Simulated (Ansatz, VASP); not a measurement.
## BN in VASP and in Ansatz

```
CELL_PARAMETERS angstrom
2.50804 0.00000 0.00000
-1.24671 2.17623 0.00000
-0.63067 -1.08812 3.02254
ATOMIC_POSITIONS crystal
B 0.97964 0.98350 0.00181
N 0.66851 0.33238 0.98500
```

The cell comes from a database or a generator and needn't be the stable form of this composition.

Alike in both runs: task single point; functional LDA; k mesh 6 × 6 × 4; no spin polarisation.

|  | VASP | Ansatz |
| --- | --- | --- |
| version | VASP 6.6.1 | Ansatz 0.2.0 |
| potentials or method | VASP PAW LDA potentials, release 64 (B, N) | plane waves, PAW |
| plane-wave cutoff (eV) | 520 | 420 |
| occupations | gaussian, width 0.01 eV | fixed |
| valence electrons in the cell | 8 | 8 |

|  | VASP | Ansatz | Ansatz less VASP |
| --- | --- | --- | --- |
| gap on the k mesh at the Fermi level (eV) | 2.78 | 2.80 | +0.020 |

Caveats: the k mesh is coarse (spacing up to 0.52 Å⁻¹), so the values aren't converged; forces of over 1 eV/Å show positions far from the minimum, so gaps and moduli don't describe the material at rest. A k mesh can miss the band edges.
